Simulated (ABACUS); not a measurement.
CsBr:

```
CELL_PARAMETERS angstrom
4.32562 0.00000 0.00000
0.00000 4.32562 0.00000
0.00000 0.00000 4.32562
ATOMIC_POSITIONS crystal
Cs 0.00000 0.00000 0.00000
Br 0.50000 0.50000 0.50000
```

The cell comes from a database or a generator and needn't be the stable form of this composition.

```yaml
Program: ABACUS 3.10.1
Task: single point
Functional: PBE
Potentials_or_basis: PseudoDojo NC SR 0.4.1 PBE standard
Cutoff: 680 eV
Density_cutoff: 2721 eV
Basis: plane waves
k_mesh: 6 × 6 × 6
Occupations: fermi-dirac, width 0.05 eV
Spin: no spin polarisation
```

On this cell: pressure 0.6 GPa; largest force zero by symmetry; band gap on the k mesh 4.42 eV, indirect (least direct gap 4.43 eV).

The same run follows on a disturbed copy (atoms moved at random, drawn with an rms of 0.05 Å):

```
Cs Br
1.0
     4.32562    0.00000    0.00000
     0.00000    4.32562    0.00000
     0.00000    0.00000    4.32562
Cs Br
1 1
Direct
  0.01354 0.99725 0.00118
  0.50733 0.49979 0.49719
```

Q: What changes?

A: The energy moves by +0.2 meV/atom; pressure 0.6 GPa; largest force 0.025 eV/Å; band gap on the k mesh 4.42 eV, indirect (least direct gap 4.43 eV).

Forces on the atoms (eV/Å):
```
Cs  -0.020  0.008 -0.013
Br   0.020 -0.008  0.013
```

Caveats: spin-orbit coupling is left out, which moves the levels of the heavy elements.

